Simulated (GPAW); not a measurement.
# CdSe (Cadmoselite) (P6_3mc) in GPAW: settings compared

Aim: see how the results for CdSe (Cadmoselite) move with the level of theory and the settings. Levels: RPBE, vdW-DF2, LDA, PBE. Tasks: band structure.

Program: GPAW 26.7.0. These are calculated values, not measurements. Logs are shortened: lines on timing, memory, paths and dates and some standing lists are left out, and cuts for length are marked. The log counts tension as positive stress, the text compression.

**The experiment to reproduce.**

A printed reference work, data compilation reports, for a bulk crystal of CdSe at 2 K: band gap 1.841 eV.

The results are compared with them further down.

## Step 1: The crystal as given

Symmetry: P6_3mc, No. 186, hexagonal system. The conventional cell has a = 4.300 Å, b = 4.300 Å, c = 7.020 Å, α = 90.00°, β = 90.00°, γ = 120.00°. Around Cd (site symmetry 3m) lie 4 Se at 2.61 to 2.70 Å. Se (site symmetry 3m) has 4 Cd at 2.61 to 2.70 Å as nearest neighbours.

## Step 2: Band structure, RPBE, spin-orbit coupling, no magnetisation

run.py reads:

```python
import numpy as np
from ase.dft.bandgap import bandgap
from ase.io import write
from ase.spacegroup import crystal
from ase.units import GPa
from gpaw import GPAW, PW
from gpaw.spinorbit import soc_eigenstates

# Cd 2b
# Se 2b
atoms = crystal(['Cd', 'Se'],
                basis=[[0.6666666667, 0.3333333333, 0.5],
                       [0.6666666667, 0.3333333333, 0.885]],
                spacegroup=186, setting=1,  # P6_3mc
                cellpar=[4.3, 4.3, 7.02, 90.0, 90.0, 120.0],
                primitive_cell=True)

calc = GPAW(mode=PW(600),
            xc='RPBE',
            kpts={'size': (5, 5, 3), 'gamma': True},
            occupations={'name': 'fermi-dirac', 'width': 0.05},
            nbands=31,
            convergence={'density': 1e-05, 'energy': 1e-05},
            maxiter=150,
            txt='gpaw.txt')
atoms.calc = calc
energy = atoms.get_potential_energy()
forces = atoms.get_forces()
stress = atoms.get_stress()
calc.write('gs.gpw')
write('result.traj', atoms)
print(f'Energy: {energy:.6f} eV')
print('Forces (eV/A):')
print(forces.round(4))
print('Stress (GPa):', (stress / GPa).round(3))
print('Fermi level:', round(calc.get_fermi_level(), 4), 'eV')
print(f'Gap: {bandgap(calc)[0]:.4f} eV, direct: {bandgap(calc, direct=True)[0]:.4f} eV')

path = atoms.cell.bandpath('GMKGALHA,LM,KH', npoints=80, eps=1e-4)
bs_calc = calc.fixed_density(kpts=path, symmetry='off', nbands=52,
                             convergence={'bands': 'CBM+6.0', 'eigenstates': 1e-6}, txt='bands.txt')
bs = bs_calc.band_structure()
bs.write('bs.json')
print(f'Gap on the path: {bandgap(bs_calc)[0]:.4f} eV')

soc = soc_eigenstates(bs_calc, theta=90, phi=45)
np.savetxt('soc_bands.dat', soc.eigenvalues(), fmt='%.4f')
mesh = soc_eigenstates('gs.gpw', theta=90, phi=45)
np.savetxt('soc_mesh.dat', mesh.eigenvalues(), fmt='%.4f')
print('Fermi level with spin-orbit coupling:', round(mesh.fermi_level, 4), 'eV')
```

Potentials or basis: the program's PAW data sets (release 1.2.1) made for this functional, pw.

The run is started by

```sh
$ OMP_NUM_THREADS=1 python run.py
```

gpaw.txt:

```text
__  _  _
 | _ |_)|_||  |
 |__||  | ||/\| - 26.7.0

Input parameters:
  mode=PW(ecut=600.0),
  convergence={'density': 1e-05, 'energy': 1e-05},
  kpts=MonkhorstPack(size=(5, 5, 3), gamma=True),
  maxiter=150,
  nbands=31,
  occupations=Occupations(name='fermi-dirac', width=0.05),
  xc=XC(name='RPBE')

Diagonalizing LCAO Hamiltonian
Converting LCAO to pw mode

            Se

        Se  Cd

        Cd

Atoms  # Å, Bohr magnetons
|   | symbol |         x |        y |        z |    initial magnetic moments |
|---|--------|-----------|----------|----------|-----------------------------|
| 0 |     Cd |  2.150000 | 1.241303 | 3.510000 | ( 0.0000,  0.0000,  0.0000) |
| 1 |     Cd | -0.000000 | 2.482606 | 0.000000 | ( 0.0000,  0.0000,  0.0000) |
| 2 |     Se |  2.150000 | 1.241303 | 6.212700 | ( 0.0000,  0.0000,  0.0000) |
| 3 |     Se | -0.000000 | 2.482606 | 2.702700 | ( 0.0000,  0.0000,  0.0000) |

Unit cell  # Å
| periodic |         x |        y |        z |  lengths |     angles |
|----------|-----------|----------|----------|----------|------------|
|      yes |  4.300000 | 0.000000 | 0.000000 | 4.300000 |  90.000000 |
|      yes | -2.150000 | 3.723909 | 0.000000 | 4.300000 |  90.000000 |
|      yes |  0.000000 | 0.000000 | 7.020000 | 7.020000 | 120.000000 |

Number of symmetries: 6
Symmetry operations  # r_c * U_cc + t_c -> r_c
|   | kind |            matrix            |
|---|------|------------------------------|
| 0 |  σ   |  1, 1, 0,  0,-1, 0,  0, 0, 1 |
| 1 |  E   |  1, 0, 0,  0, 1, 0,  0, 0, 1 |
| 2 |  C3  |  0, 1, 0, -1,-1, 0,  0, 0, 1 |
| 3 |  σ   |  0,-1, 0, -1, 0, 0,  0, 0, 1 |
| 4 |  σ   | -1, 0, 0,  1, 1, 0,  0, 0, 1 |
| 5 |  C3  | -1,-1, 0,  1, 0, 0,  0, 0, 1 |

BZ-sampling:
  Number of BZ points: 75
  Number of IBZ points: 12

  Monkhorst-Pack size: [5, 5, 3]
  Monkhorst-Pack shift: [0, 0, 0]

K-points  # in reciprocal-cell coordinates
|     |                                coordinates |     weight |
|-----|--------------------------------------------|------------|
|   0 | (  0.00000000,   0.00000000,   0.00000000) | 0.01333333 |
|   1 | (  0.00000000,   0.00000000,   0.33333333) | 0.02666667 |
|   2 | (  0.20000000,   0.00000000,  -0.33333333) | 0.08000000 |
|   3 | (  0.20000000,   0.00000000,   0.00000000) | 0.08000000 |
|   4 | (  0.20000000,   0.00000000,   0.33333333) | 0.08000000 |
|   5 | (  0.40000000,  -0.20000000,   0.00000000) | 0.08000000 |
|   6 | (  0.40000000,  -0.20000000,   0.33333333) | 0.16000000 |
|   7 | (  0.40000000,   0.00000000,  -0.33333333) | 0.08000000 |
|   8 | (  0.40000000,   0.00000000,   0.00000000) | 0.08000000 |
|   9 | (  0.40000000,   0.00000000,   0.33333333) | 0.08000000 |
| ... |                                            |            |
|  11 | (  0.40000000,   0.40000000,   0.33333333) | 0.16000000 |

Plane wave coefficients: 3791
Cutoff: 600.0 eV

Spin-components: 1 (collinear spins)
Bands:           31
Projectors:      22
Spin-degeneracy: 2
Datatype:        complex128

Parallelization:
  kpt:    1
  domain: 1
  band:   1

Density:
  Valence electrons: 36.0
  Components: 1
  Grid points: [25 25 40]
  Charge: 0.0  # |e|

Potential:
  Grid points: [25 25 40]

species:
  Cd:
    name:    Cadmium
    Z:       48.0
    valence: 12
    core:    36
    charge:  0.0  # [|e|]
    compensation charges:
      type: gauss
      rc: 0.38  # [Å]
      lmax: 2
    cutoffs:
      filter: 2.12  # [Å]
      core: 2.62  # [Å]
    projectors
    | kind |    occ | energy [eV] | rcut [Å] |
    |------|--------|-------------|----------|
    |   5s |  2.000 |      -5.542 |    1.191 |
    |   5p |  0.000 |      -1.167 |    1.228 |
    |   4d | 10.000 |     -11.705 |    1.164 |
    |    s |        |      21.670 |    1.191 |
    |    p |        |      26.044 |    1.228 |
    |    d |        |      15.507 |    1.164 |

    Using partial waves for Cd as LCAO basis

  Se:
    name:    Selenium
    Z:       34.0
    valence: 6
    core:    28
    charge:  0.0  # [|e|]
    compensation charges:
      type: gauss
      rc: 0.27  # [Å]
      lmax: 2
    cutoffs:
      filter: 1.77  # [Å]
      core: 2.67  # [Å]
    projectors
    | kind |    occ | energy [eV] | rcut [Å] |
    |------|--------|-------------|----------|
    |   4s |  2.000 |     -17.221 |    0.847 |
    |   4p |  4.000 |      -6.481 |    1.005 |
    |    s |        |       9.991 |    0.847 |
    |    p |        |      20.730 |    1.005 |
    |    d |        |       0.000 |    0.847 |

    Using partial waves for Se as LCAO basis

Reference energy: -436583.279976  # eV

eigensolver:
  PPCG
  Converge bands: occupied
  niter=2

density mixing:
  MSR1-Mixer
  Pratt-step length: 0.05
  Maximum mixing coefficient: 0.75
  Old densities: 10
  SVD Regularization: 0.005
  Good broyden scale: 1.0
  Trust region scale: 1.0
  Backstep threshold: 4.0
  History deletion threshold: 6.0
  Fourier metric: weight=20.0, sigma=0.015

occupation numbers:
  Fermi-Dirac:
    width: 0.0500  # eV

poisson solver:
  ecut: 4800.0  # eV

xc functional:
  name: RPBE with 2 nearest neighbor stencil

convergence criteria:
- Maximum integral of absolute [dens]ity change: 1e-05 electrons / valence electron
- Maximum [total energy] change in last 3 cyles: 1e-05 eV / valence electron
- Maximum integral of absolute [eigenst]ate change: 4e-08 eV^2 / valence electron
maximum number of iterations: 150

SCF iterations
|iter     | |      energy | eigst |  dens |
|---------|-|-------------|-------|-------|
|iter:   1| |  -10.664068 | -0.56 |       |
|iter:   2| |  -10.507173 | -2.46 | -1.16 |
|iter:   3| |   -9.949201 | -1.47 | -1.20 |
|iter:   4| |   -9.952471 | -3.20 | -1.78 |
|iter:   5| |   -9.953257 | -3.72 | -2.22 |
|iter:   6| |   -9.953433 | -5.03 | -2.92 |
|iter:   7| |   -9.953460c| -6.11 | -3.44 |
|iter:   8| |   -9.953460c| -7.02 | -4.12 |
|iter:   9| |   -9.953460c| -8.27c| -4.61 |
|iter:  10| |   -9.953460c| -7.78c| -5.04c|

Converged in 10 steps
Energy contributions relative to reference atoms: (reference = -436583.279976)

Energy contributions:
  Kinetic:          46.239428
  Coulomb:         -41.385109
  Zero:              0.103831
  External:          0.000000
  Xc:              -14.911607
  Entropy:          -0.000008
  Spinorbit:         0.000000
  ----------------------------
  Free energy:      -9.953464
  Extrapolated:     -9.953460

dipole moment: (0.000006, 0.000009, -18.293191)  # |e|*Ang

Fermi level: 4.214
Eigenvalues  # (at kpt = [0.000, 0.000, 0.000])
| band index |      eig [eV] | occ [0-2] |
|------------|---------------|-----------|
|          0 |        -8.794 |     2.000 |
|        ... |               |           |
|         10 |        -3.726 |     2.000 |
|         11 |        -3.438 |     2.000 |
|         12 |        -0.441 |     2.000 |
|         13 |         3.037 |     2.000 |
|         14 |         3.037 |     2.000 |
|         15 |         3.742 |     2.000 |
|         16 |         3.753 |     2.000 |
|         17 |         3.753 |     2.000 |
|         18 |         4.622 |     0.001 |
|         19 |         5.990 |     0.000 |
|         20 |         9.690 |     0.000 |
|         21 |         9.690 |     0.000 |
|         22 |         9.940 |     0.000 |
|         23 |        10.790 |     0.000 |
|         24 |        10.790 |     0.000 |
|         25 |        11.666 |     0.000 |
|        ... |               |           |
|         30 |        14.878 |     0.000 |

Gap: 0.869 eV
Transition (v -> c):
  (s=0, k=0, n=17, [0.00, 0.00, 0.00]) -> (s=0, k=0, n=18, [0.00, 0.00, 0.00])
No difference between direct/indirect transitions

Forces  # eV/Ang
|        x |       y |        z |
|----------|---------|----------|
| -0.00000 | 0.00000 |  0.29226 |  # Cd   0
|  0.00000 | 0.00000 |  0.29225 |  # Cd   1
| -0.00000 | 0.00000 | -0.29233 |  # Se   2
|  0.00000 | 0.00000 | -0.29220 |  # Se   3

Stress tensor  # eV/Ang^3
|         x |         y |         z |
|-----------|-----------|-----------|
| -0.034552 |  0.000000 |  0.000000 |
|  0.000000 | -0.034552 | -0.000000 |
|  0.000000 | -0.000000 | -0.020912 |

# Writing to gs.gpw (mode='')
```

Run time: 3.1 min. Hardware: 1 thread of Arm Neoverse V1, shared host; peak memory 0.59 GiB.

What came out:

| Property | Result |
| --- | --- |
| Free energy | -9.9535 eV |
| Pressure | 4.8 GPa |
| Largest force | 0.292 eV/Å |
| Band gap on the k mesh | 0.75 eV, direct |
| Band gap along the path | 0.75 eV, direct |

Forces on the atoms (eV/Å):
```
Cd   0.000  0.000  0.292
Cd   0.000  0.000  0.292
Se   0.000  0.000 -0.292
Se   0.000  0.000 -0.292
```

Levels at the corners of the path, in eV from the valence-band top:
```tsv
point	band 34	band 35	band 36	band 37	band 38	band 39
Γ	0.00	0.00	0.00	0.75	0.75	2.11
M	-1.37	-0.93	-0.93	3.19	3.19	3.33
K	-1.89	-1.79	-1.79	4.44	4.44	4.57
Γ	0.00	0.00	0.00	0.75	0.75	2.11
A	-0.37	-0.37	-0.37	2.33	2.33	2.33
L	-1.36	-1.36	-1.36	3.00	3.00	3.00
H	-1.21	-1.15	-1.15	3.73	3.73	3.80
A	-0.37	-0.37	-0.37	2.33	2.33	2.33
L	-1.36	-1.36	-1.36	3.00	3.00	3.00
M	-1.37	-0.93	-0.93	3.19	3.19	3.33
K	-1.89	-1.79	-1.79	4.44	4.44	4.57
H	-1.21	-1.15	-1.15	3.73	3.73	3.80
```

Caveat: spin-orbit coupling was added after a scalar SCF, so levels and gaps hold it while energy, forces, pressure and moments don't; this program's spin-orbit splittings come out too wide for heavy elements.

## Step 3: Band structure, vdW-DF2, spin-orbit coupling, no magnetisation

run.py reads:

```python
import numpy as np
from ase import Atoms
from ase.dft.bandgap import bandgap
from ase.io import write
from gpaw import GPAW, PW
from gpaw.spinorbit import soc_eigenstates

atoms = Atoms(['Cd', 'Cd', 'Se', 'Se'],
              cell=[[4.3, 0.0, 0.0],
                    [-2.15, 3.7239092363, 0.0],
                    [0.0, 0.0, 7.02]],
              scaled_positions=[[0.6666666667, 0.3333333333, 0.5],
                                [0.3333333333, 0.6666666667, 0.0],
                                [0.6666666667, 0.3333333333, 0.885],
                                [0.3333333333, 0.6666666667, 0.385]],
              pbc=True)

calc = GPAW(mode=PW(600),
            xc={'name': 'vdW-DF2', 'backend': 'libvdwxc'},
            kpts={'size': (5, 5, 3), 'gamma': True},
            occupations={'name': 'fermi-dirac', 'width': 0.05},
            nbands=31,
            convergence={'density': 1e-05, 'energy': 1e-05},
            maxiter=150,
            txt='gpaw.txt')
atoms.calc = calc
energy = atoms.get_potential_energy()
forces = atoms.get_forces()
calc.write('gs.gpw')
write('result.traj', atoms)
print(f'Energy: {energy:.6f} eV')
print('Forces (eV/A):')
print(forces.round(4))
print('Fermi level:', round(calc.get_fermi_level(), 4), 'eV')
print(f'Gap: {bandgap(calc)[0]:.4f} eV, direct: {bandgap(calc, direct=True)[0]:.4f} eV')

path = atoms.cell.bandpath('GMKGALHA,LM,KH', npoints=80, eps=1e-4)
bs_calc = calc.fixed_density(kpts=path, symmetry='off', nbands=52,
                             convergence={'bands': 'CBM+6.0', 'eigenstates': 1e-6}, txt='bands.txt')
bs = bs_calc.band_structure()
bs.write('bs.json')
print(f'Gap on the path: {bandgap(bs_calc)[0]:.4f} eV')

soc = soc_eigenstates(bs_calc, theta=0, phi=0)
np.savetxt('soc_bands.dat', soc.eigenvalues(), fmt='%.4f')
mesh = soc_eigenstates('gs.gpw', theta=0, phi=0)
np.savetxt('soc_mesh.dat', mesh.eigenvalues(), fmt='%.4f')
print('Fermi level with spin-orbit coupling:', round(mesh.fermi_level, 4), 'eV')
```

Potentials or basis: GPAW PAW data sets (gpaw-data 1.2.1), pw.

The run is started by

```sh
$ OMP_NUM_THREADS=1 python run.py
```

It took 1.9 min on 1 thread of Intel Xeon Platinum 8488C (Sapphire Rapids), shared host; peak memory 0.63 GiB.

It converged, with:

| Item | Value |
| --- | --- |
| Free energy | -354.4282 eV |
| Largest force | 0.336 eV/Å |
| Band gap on the k mesh | 0.37 eV, direct |
| Band gap along the path | 0.37 eV, direct |

Forces on the atoms (eV/Å):
```
Cd   0.000  0.000  0.335
Cd   0.000  0.000  0.335
Se   0.000  0.000 -0.336
Se   0.000  0.000 -0.336
```

Levels at the corners of the path, in eV from the valence-band top:
| point | band 33 | band 34 | band 35 | band 36 | band 37 | band 38 | band 39 | band 40 |
| --- | --- | --- | --- | --- | --- | --- | --- | --- |
| Γ | -0.01 | -0.01 | 0.00 | 0.00 | 0.37 | 0.37 | 1.87 | 1.87 |
| M | -1.39 | -1.39 | -0.92 | -0.92 | 2.97 | 2.97 | 3.09 | 3.09 |
| K | -1.94 | -1.90 | -1.79 | -1.79 | 4.11 | 4.11 | 4.39 | 4.59 |
| Γ | -0.01 | -0.01 | 0.00 | 0.00 | 0.37 | 0.37 | 1.87 | 1.87 |
| A | -0.37 | -0.37 | -0.37 | -0.37 | 2.07 | 2.07 | 2.07 | 2.07 |
| L | -1.36 | -1.36 | -1.36 | -1.36 | 2.73 | 2.73 | 2.73 | 2.73 |
| H | -1.20 | -1.20 | -1.14 | -1.14 | 3.56 | 3.56 | 3.63 | 3.63 |
| A | -0.37 | -0.37 | -0.37 | -0.37 | 2.07 | 2.07 | 2.07 | 2.07 |
| L | -1.36 | -1.36 | -1.36 | -1.36 | 2.73 | 2.73 | 2.73 | 2.73 |
| M | -1.39 | -1.39 | -0.92 | -0.92 | 2.97 | 2.97 | 3.09 | 3.09 |
| K | -1.94 | -1.90 | -1.79 | -1.79 | 4.11 | 4.11 | 4.39 | 4.59 |
| H | -1.20 | -1.20 | -1.14 | -1.14 | 3.56 | 3.56 | 3.63 | 3.63 |

Caveat: spin-orbit coupling was added after a scalar SCF, so levels and gaps hold it while energy, forces, pressure and moments don't; this program's spin-orbit splittings come out too wide for heavy elements; the PAW data sets were made with another functional, which shifts forces and pressure a little.

## Step 4: Band structure, LDA, spin-orbit coupling, no magnetisation

run.py reads:

```python
import numpy as np
from ase.dft.bandgap import bandgap
from ase.io import read, write
from ase.units import GPa
from gpaw import GPAW, PW
from gpaw.spinorbit import soc_eigenstates

atoms = read('CdSe.cif')

calc = GPAW(mode=PW(600),
            xc='LDA',
            kpts={'size': (5, 5, 3), 'gamma': True},
            occupations={'name': 'fermi-dirac', 'width': 0.05},
            nbands=31,
            convergence={'density': 1e-05, 'energy': 1e-05},
            maxiter=150,
            txt='gpaw.txt')
atoms.calc = calc
energy = atoms.get_potential_energy()
forces = atoms.get_forces()
stress = atoms.get_stress()
calc.write('gs.gpw')
write('result.traj', atoms)
print(f'Energy: {energy:.6f} eV')
print('Forces (eV/A):')
print(forces.round(4))
print('Stress (GPa):', (stress / GPa).round(3))
print('Fermi level:', round(calc.get_fermi_level(), 4), 'eV')
print(f'Gap: {bandgap(calc)[0]:.4f} eV, direct: {bandgap(calc, direct=True)[0]:.4f} eV')

path = atoms.cell.bandpath('GMKGALHA,LM,KH', npoints=60, eps=1e-4)
bs_calc = calc.fixed_density(kpts=path, symmetry='off', nbands=52,
                             convergence={'bands': 'CBM+6.0', 'eigenstates': 1e-6}, txt='bands.txt')
bs = bs_calc.band_structure()
bs.write('bs.json')
print(f'Gap on the path: {bandgap(bs_calc)[0]:.4f} eV')

soc = soc_eigenstates(bs_calc, theta=54.7, phi=45)
np.savetxt('soc_bands.dat', soc.eigenvalues(), fmt='%.4f')
mesh = soc_eigenstates('gs.gpw', theta=54.7, phi=45)
np.savetxt('soc_mesh.dat', mesh.eigenvalues(), fmt='%.4f')
print('Fermi level with spin-orbit coupling:', round(mesh.fermi_level, 4), 'eV')
```

CdSe.cif reads:

```cif
data_CdSe
_cell_length_a 4.30000000
_cell_length_b 4.30000000
_cell_length_c 7.02000000
_cell_angle_alpha 90.00000000
_cell_angle_beta 90.00000000
_cell_angle_gamma 120.00000000
_space_group_name_H-M_alt 'P6_3mc'
_space_group_name_Hall 'P 6c -2c'
_space_group_IT_number 186
loop_
_space_group_symop_operation_xyz
'x,y,z'
'x-y,x,z+1/2'
'-y,x-y,z'
'-x,-y,z+1/2'
'-x+y,-x,z'
'y,-x+y,z+1/2'
'y,x,z+1/2'
'x,x-y,z'
'x-y,-y,z+1/2'
'-y,-x,z'
'-x,-x+y,z+1/2'
'-x+y,y,z'
loop_
_atom_site_label
_atom_site_type_symbol
_atom_site_symmetry_multiplicity
_atom_site_Wyckoff_symbol
_atom_site_fract_x
_atom_site_fract_y
_atom_site_fract_z
_atom_site_occupancy
Cd1 Cd 2 b 0.6666666667 0.3333333333 0.5000000000 1
Se1 Se 2 b 0.6666666667 0.3333333333 0.8850000000 1
```

Potentials or basis: the program's PAW data sets (release 1.2.1) made for this functional, pw.

The run is started by

```sh
$ OMP_NUM_THREADS=1 python run.py
```

Wall time 94 s (1 thread of Intel Xeon Platinum 8488C (Sapphire Rapids), shared host); peak memory 0.51 GiB.

It converged, with:

```
Free energy             : -13.8831 eV
Pressure                : -2.0 GPa
Largest force           : 0.256 eV/Å
Band gap on the k mesh  : 0.29 eV, direct
Band gap along the path : 0.29 eV, direct
```

Forces in eV/Å, atoms in the order of the input:
```
Cd   0.000  0.000  0.255
Cd   0.000  0.000  0.256
Se   0.000  0.000 -0.256
Se   0.000  0.000 -0.256
```

Stress tensor (GPa, compression positive):
```
-1.41  0.00  0.00
 0.00 -1.41  0.00
 0.00  0.00 -3.03
```

Levels at the corners of the path, in eV from the valence-band top:
| point | band 32 | band 33 | band 34 | band 35 | band 36 | band 37 | band 38 | band 39 | band 40 | band 41 |
| --- | --- | --- | --- | --- | --- | --- | --- | --- | --- | --- |
| Γ | -0.39 | -0.01 | -0.01 | 0.00 | 0.00 | 0.29 | 0.29 | 1.76 | 1.76 | 5.34 |
| M | -2.03 | -1.43 | -1.43 | -0.96 | -0.96 | 2.88 | 2.88 | 3.00 | 3.00 | 4.50 |
| K | -2.05 | -2.00 | -1.96 | -1.85 | -1.85 | 4.07 | 4.07 | 4.34 | 4.54 | 4.59 |
| Γ | -0.39 | -0.01 | -0.01 | 0.00 | 0.00 | 0.29 | 0.29 | 1.76 | 1.76 | 5.34 |
| A | -0.64 | -0.39 | -0.39 | -0.39 | -0.39 | 1.98 | 1.98 | 1.98 | 1.98 | 5.47 |
| L | -1.60 | -1.41 | -1.41 | -1.41 | -1.41 | 2.64 | 2.64 | 2.64 | 2.64 | 4.50 |
| H | -2.64 | -1.24 | -1.24 | -1.18 | -1.18 | 3.44 | 3.44 | 3.51 | 3.51 | 5.53 |
| A | -0.64 | -0.39 | -0.39 | -0.39 | -0.39 | 1.98 | 1.98 | 1.98 | 1.98 | 5.47 |
| L | -1.60 | -1.41 | -1.41 | -1.41 | -1.41 | 2.64 | 2.64 | 2.64 | 2.64 | 4.50 |
| M | -2.03 | -1.43 | -1.43 | -0.96 | -0.96 | 2.88 | 2.88 | 3.00 | 3.00 | 4.50 |
| K | -2.05 | -2.00 | -1.96 | -1.85 | -1.85 | 4.07 | 4.07 | 4.34 | 4.54 | 4.59 |
| H | -2.64 | -1.24 | -1.24 | -1.18 | -1.18 | 3.44 | 3.44 | 3.51 | 3.51 | 5.53 |

Caveat: spin-orbit coupling was added after a scalar SCF, so levels and gaps hold it while energy, forces, pressure and moments don't; this program's spin-orbit splittings come out too wide for heavy elements.

(Part 1 of 2 ends here.)
